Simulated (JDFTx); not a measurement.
NiO under changes of volume

One of the cells (9.076 Å³/atom); the others are scaled copies at fixed shape and fractional positions:

```
Ni O
1.0
     0.00000    2.08590    2.08590
     2.08590    0.00000    2.08590
     2.08590    2.08590    0.00000
Ni O
1 1
Direct
  0.00000 0.00000 0.00000
  0.50000 0.50000 0.50000
```

- Program: JDFTx 1.7.0 (patched build)
- Functional: RPBE
- Potentials or basis: PseudoDojo-SR-PBE-0.5-standard with smoothed tails
- Cutoff: 1333 eV
- Density cutoff: 10667 eV
- k mesh: 11 × 11 × 11
- Occupations: fermi-dirac, width 0.05 eV
- Spin: collinear spin, ferromagnetic start
- Starting moments: [1.0, 0.0] μB

```csv
volume (Å³/atom),energy over the lowest point (meV/atom),pressure (GPa),moment (μB per cell)
8.531,93.66,27.3,1.77
8.713,65.27,22.2,1.82
8.894,42.69,17.3,1.86
9.076,?,?,?
9.257,12.66,9.0,1.92
9.439,4.33,5.3,1.94
9.620,0.00,1.9,1.95
```

Q: What does the run at 9.076 Å³/atom give?

A: Energy over the lowest point 25.32 meV/atom; pressure 13.0 GPa; moment 1.89 μB per cell.

Worked out: A Birch-Murnaghan fit of order 3 (a polynomial in V^(-2/3)) to the other rows has its minimum at 9.75 Å³/atom, just outside them, with B0 = V·E''(V) = 161 GPa and B' = 3.8. It gives 25.26 meV/atom at 9.076 Å³/atom, against the run's 25.32, and -dE/dV = 13.2 GPa, against 13.0. A parabola through the other rows of the moment, of slope 0.165 μB per Å³/atom there, gives 1.89 μB, against the run's 1.89.

Energies are extrapolated to zero smearing.

Caveats: the potentials were made for another functional, which shifts forces and pressure; a cell with one magnetic atom can't hold antiferromagnetic order, which such compounds often take.
